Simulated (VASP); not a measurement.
## AlP: relaxation of cell and atoms with PBEsol

Crystal: AlP.

```xyz
2
Lattice="0.0000 2.7255 2.7255 2.7255 0.0000 2.7255 2.7255 2.7255 0.0000" Properties=species:S:1:pos:R:3 pbc="T T T"
Al    0.0000    0.0000    0.0000
P     1.3627    1.3627    1.3627
```

```
Program                : VASP 6.6.1
Task                   : relaxation of cell and atoms
Functional             : PBEsol
Potentials or basis    : VASP PAW PBE potentials, release 64 (Al, P)
Cutoff                 : 600 eV
k mesh                 : 8 × 8 × 8
Occupations            : gaussian, width 0.03 eV
Spin                   : no spin polarisation
Further INCAR settings : ALGO = Normal; EDIFF = 1e-06; IBRION = 2; EDIFFG = -0.01; NSW = 90; ISIF = 3
```

```
Relaxed volume                         : 20.47 Å³/atom
Relaxed cell                           : a = 3.869 Å, b = 3.869 Å, c = 3.869 Å, α = 60.00°, β = 60.00°, γ = 60.00°
Space group after relaxing (to 0.05 Å) : F-43m (No. 216)
Energy gained by relaxing              : 0.7 meV/atom
Ionic steps                            : 3
Pressure after relaxing                : 0.0 GPa
Band gap on the k mesh                 : 1.45 eV, indirect (least direct gap 3.15 eV)
```

The path:
| step | energy change (eV) | largest force (eV/Å) | pressure (GPa) | volume (Å³) |
| --- | --- | --- | --- | --- |
| 1 | 0.0000 | 0.0000 | 1.00 | 40.49 |
| 2 | -0.0009 | 0.0000 | -0.60 | 41.24 |
| 3 | -0.0014 | 0.0000 | 0.00 | 40.95 |

Final structure:
```xyz
2
Lattice="0.0000 2.7357 2.7357 2.7357 0.0000 2.7357 2.7357 2.7357 0.0000" Properties=species:S:1:pos:R:3 pbc="T T T"
Al    0.0000    0.0000    0.0000
P     1.3679    1.3679    1.3679
```

Levels at points of the mesh, in eV from the valence-band top:
```tsv
k point	band 2	band 3	band 4	band 5	band 6	band 7
(0.00, 0.00, 0.00)	0.00	0.00	0.00	3.15	4.50	4.50
(0.50, 0.00, 0.00)	-5.55	-0.76	-0.76	2.71	4.75	4.75
(0.50, 0.50, 0.00)	-5.32	-2.11	-2.11	1.45	2.37	10.94
```

Run time: 8.8 s on 1 thread of Intel(R) Xeon(R) 6975P-C (Granite Rapids), with other jobs on the host, peak memory 0.17 GiB.

Caveat: the PAW data sets were made with another functional, which shifts forces and pressure a little. Zero-point motion and thermal expansion aren't in these numbers.
